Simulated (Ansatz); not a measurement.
**PbSe: band gap under strain**

Aim: follow the gap of the known phase of PbSe with 2 atoms a cell through these states: +3.7 % strain along z alone; -3.8 % equal strain in all directions. The table at the end shows which levels were run.

Program: Ansatz 0.2.0. PAW datasets, plane waves. Computed at 0 K without zero-point motion; spin polarisation is off.

## Step 1: Starting point

The unstrained cell was relaxed with r2SCAN+rVV10; in each strained cell the atoms were relaxed again with r2SCAN+rVV10. Names of k-points are those of the unstrained zone, where strain can split equivalent points. First state: +3.7 % strain along z alone.

It is tetragonal, I4/mmm (No. 139); conventional cell a = 4.341 Å, c = 6.367 Å, 30.00 Å³ an atom. Around Pb lie 6 Se at 3.07–3.18 Å; around Se lie 6 Pb at 3.07–3.18 Å.

As a file:

```
CELL_PARAMETERS angstrom
0.00000 3.06969 3.18357
3.06969 0.00000 3.18357
3.06969 3.06969 0.00000
ATOMIC_POSITIONS crystal
Pb 0.00000 0.00000 0.00000
Se 0.50000 0.50000 0.50000
```

From earlier runs on the unstrained cell: PBE 0.32 eV, r2SCAN 0.60 eV, HSE06 0.72 eV; a = 6.139 Å.

## Step 2: +3.7 % strain along z alone: PBE

input.yaml reads:

```yaml
crystal:
  lattice:
    - [0.0, 3.0696893648, 3.1835748402]
    - [3.0696893648, 0.0, 3.1835748402]
    - [3.0696893648, 3.0696893648, 0.0]
  atoms:
    - { symbol: Pb, position: [0.0, 0.0, 0.0] }
    - { symbol: Se, position: [0.5, 0.5, 0.5] }
kpoints:
  mp_grid: { grid: [8, 8, 8] }
  band_path:
    path:
      - [0.0, 0.0, 0.0]
      - [0.5, 0.0, 0.5]
      - [0.625, 0.25, 0.625]
      - [0.375, 0.375, 0.75]
      - [0.5, 0.5, 0.5]
      - [0.5, 0.25, 0.75]
      - [0.0, 0.0, 0.5]
    npoints: 1
hamiltonian:
  xc: pbe
scf:
  occupations: { method: fermi_dirac, width: 0.02 }
  n_extra_bands: 4
output:
  forces: true
  stress: true
  eigenvalues: true
  write_density: true
  write_potential: true
  elf: true
  volumetric_format: npy
```

Command:

```bash
> ansatz run input.yaml --threads 4 --pin off --max-ram 5529MiB --backend cpu --events-out ev --progress --plain --runs-dir out
```

Further steps of the session: +3.7 % strain along z alone: r2SCAN; +3.7 % strain along z alone: HSE06; -3.8 % equal strain in all directions: PBE; -3.8 % equal strain in all directions: r2SCAN; -3.8 % equal strain in all directions: HSE06.

What does the calculation give?

As calculated:

Least gap in eV (negative: overlap), with the change from the unstrained cell in brackets:

```
                                state  volume change (%)           PBE        r2SCAN         HSE06
          +3.7 % strain along z alone               +3.7  0.40 (+0.08)  0.68 (+0.08)  0.82 (+0.10)
-3.8 % equal strain in all directions              -10.9  0.00 (-0.32)  0.14 (-0.46)  0.20 (-0.52)
```

In words: The largest move of the HSE06 gap in the table is -0.516 eV, under -3.8 % equal strain in all directions. PBE and HSE06 differ by 0.41 eV on the unstrained gap, and by at most 0.20 eV on its change. Under -3.8 % equal strain in all directions PBE gives no gap, or under 0.02 eV, while HSE06 has one. Spin-orbit coupling is left out of the table, though the cell holds Pb (Z = 82); in an element this heavy it can shift bands and gaps by tenths of an eV.
